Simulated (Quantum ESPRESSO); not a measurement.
# Fe (Im-3m) in Quantum ESPRESSO: a series of runs, part 2 of 2

Quantum ESPRESSO 7.5. Earlier steps stand in the parts before.

## 3. Density of states, PBE+D3(BJ), collinear spin, ferromagnetic start (cell strained at random at fixed volume)

pw.in reads:

```
&CONTROL
  calculation = 'scf'
  prefix = 'pwscf'
  outdir = './tmp'
  pseudo_dir = './pseudo'
  tprnfor = .true.
  tstress = .true.
  disk_io = 'low'
/
&SYSTEM
  ibrav = 0
  A = 2.51571886
  nat = 1
  ntyp = 1
  ecutwfc = 90
  nbnd = 17
  occupations = 'smearing'
  smearing = 'gaussian'
  degauss = 0.00734986
  nspin = 2
  starting_magnetization(1) = 0.1875
  vdw_corr = 'grimme-d3'
  dftd3_version = 4
/
&ELECTRONS
  conv_thr = 2d-10
  electron_maxstep = 120
  mixing_beta = 0.2
/
ATOMIC_SPECIES
Fe    55.8450 Fe.upf
CELL_PARAMETERS alat
  -0.5817514124    0.5861537326    0.5639052211
   0.5856274417   -0.5894370884    0.5710650037
   0.5637696734    0.5714557468   -0.5671889744
ATOMIC_POSITIONS alat
Fe    -0.0448298096   -0.0076407658   -0.0329137595
K_POINTS automatic
5 5 5 0 0 0
```

nscf.in reads:

```
&CONTROL
  calculation = 'nscf'
  prefix = 'pwscf'
  outdir = './tmp'
  pseudo_dir = './pseudo'
  disk_io = 'low'
/
&SYSTEM
  ibrav = 0
  A = 2.51571886
  nat = 1
  ntyp = 1
  ecutwfc = 90
  nbnd = 17
  occupations = 'tetrahedra_opt'
  nspin = 2
  starting_magnetization(1) = 0.1875
  vdw_corr = 'grimme-d3'
  dftd3_version = 4
/
&ELECTRONS
  conv_thr = 1d-08
  electron_maxstep = 120
  mixing_beta = 0.2
/
ATOMIC_SPECIES
Fe    55.8450 Fe.upf
CELL_PARAMETERS alat
  -0.5817514124    0.5861537326    0.5639052211
   0.5856274417   -0.5894370884    0.5710650037
   0.5637696734    0.5714557468   -0.5671889744
ATOMIC_POSITIONS alat
Fe    -0.0448298096   -0.0076407658   -0.0329137595
K_POINTS automatic
8 8 8 0 0 0
```

dos.in reads:

```
&DOS
  prefix = 'pwscf'
  outdir = './tmp'
  fildos = 'dos.dat'
  Emin = 2
  Emax = 27
  DeltaE = 0.05
/
```

Potentials or basis: PseudoDojo 0.5 SR PBE standard.

Command:

```sh
OMP_NUM_THREADS=1 pw.x -in pw.in > pw.out
OMP_NUM_THREADS=1 pw.x -in nscf.in > nscf.out
OMP_NUM_THREADS=1 dos.x -in dos.in > dos.out
```

pw.out:

```text
This program is part of the open-source Quantum ESPRESSO suite
     for quantum simulation of materials; please cite
[... 6 lines left out ...]
     --------------------
     sticks:   dense  smooth     PW     G-vecs:    dense   smooth      PW
     Sum         615     615    209                 9357     9357    1895

     Using Slab Decomposition

     bravais-lattice index     =            0
     lattice parameter (alat)  =       4.7540  a.u.
     unit-cell volume          =      81.1065 (a.u.)^3
     number of atoms/cell      =            1
     number of atomic types    =            1
     number of electrons       =        16.00
     number of Kohn-Sham states=           17
     kinetic-energy cutoff     =      90.0000  Ry
     charge density cutoff     =     360.0000  Ry
     scf convergence threshold =      2.0E-10
     mixing beta               =       0.2000
     number of iterations used =            8  plain     mixing
     Exchange-correlation= PBE
                           (   1   4   3   4   0   0   0)

     celldm(1)=   4.754020  celldm(2)=   0.000000  celldm(3)=   0.000000
[... 294 lines left out ...]
     atom   1 (R=0.405)  charge= 14.3742  magn=  2.5174

     End of self-consistent calculation

     Number of k-points >= 100: set verbosity='high' to print the bands.

     the Fermi energy is    17.2580 ev

!    total energy              =    -250.69574162 Ry
     estimated scf accuracy    <          1.4E-10 Ry
     smearing contrib. (-TS)   =      -0.00058075 Ry
     internal energy E=F+TS    =    -250.69516087 Ry

     The total energy is F=E-TS. E is the sum of the following terms:
     one-electron contribution =    -107.44809679 Ry
     hartree contribution      =      63.14348517 Ry
     xc contribution           =     -35.56154512 Ry
     ewald contribution        =    -170.80640008 Ry
     DFT-D3 Dispersion         =      -0.02260405 Ry

     total magnetization       =     2.46 Bohr mag/cell
     absolute magnetization    =     2.60 Bohr mag/cell

     convergence has been achieved in  16 iterations

     Forces acting on atoms (cartesian axes, Ry/au):

     atom    1 type  1   force =     0.00000000    0.00000000    0.00000000

     Total force =     0.000000     Total SCF correction =     0.000000

     Computing stress (Cartesian axis) and pressure

          total   stress  (Ry/bohr**3)                   (kbar)     P=      -79.75
  -0.00054666   0.00015757  -0.00000493          -80.42       23.18       -0.73
   0.00015757  -0.00054100   0.00000781           23.18      -79.58        1.15
  -0.00000493   0.00000781  -0.00053873           -0.73        1.15      -79.25

=------------------------------------------------------------------------------=
   JOB DONE.
=------------------------------------------------------------------------------=
```

nscf.out:

```text
This program is part of the open-source Quantum ESPRESSO suite
     for quantum simulation of materials; please cite
         "P. Giannozzi et al., J. Phys.:Condens. Matter 21 395502 (2009);
         "P. Giannozzi et al., J. Phys.:Condens. Matter 29 465901 (2017);
         "P. Giannozzi et al., J. Chem. Phys. 152 154105 (2020);
     in publications or presentations arising from this work. More details at

[... 98 lines left out ...]

     Number of k-points >= 100: set verbosity='high' to print the bands.

     the Fermi energy is    17.2408 ev
     (compare with:    17.2580 eV, computed in scf)

=------------------------------------------------------------------------------=
   JOB DONE.
=------------------------------------------------------------------------------=
```

It took 89 s on 1 thread of AMD EPYC 7B13 (Zen 3), shared host; peak memory 0.19 GiB.

What came out:

```
Free energy                                           : -3410.8893 eV
Pressure                                              : -8.0 GPa
Band gap on the k mesh                                : none (metal or under the smearing width)
Net moment                                            : 2.46 μB per cell
Absolute moment                                       : 2.60 μB per cell
Site moments                                          : Fe +2.52 μB
Valence electrons inside the program's atomic spheres : Fe 14.37
```

States per cell in windows of 1 eV (zero at the Fermi level; states under -8 eV left out):
| from (eV) | up | down |
| --- | --- | --- |
| -8.0 | 0.03 | 0.02 |
| -7.0 | 0.05 | 0.05 |
| -6.0 | 0.10 | 0.07 |
| -5.0 | 0.52 | 0.11 |
| -4.0 | 0.97 | 0.21 |
| -3.0 | 1.11 | 0.46 |
| -2.0 | 1.32 | 0.70 |
| -1.0 | 1.09 | 1.18 |
| 0.0 | 0.19 | 0.28 |
| 1.0 | 0.15 | 1.00 |
| 2.0 | 0.13 | 1.28 |
| 3.0 | 0.12 | 0.23 |
| 4.0 | 0.10 | 0.16 |
| 5.0 | 0.06 | 0.13 |
| 6.0 | 0.04 | 0.09 |
| 7.0 | 0.17 | 0.04 |

Caveat: the k mesh is coarse (spacing up to 0.62 Å⁻¹), so the values aren't converged; pairwise dispersion overbinds metals, which lowers pressure and volume.
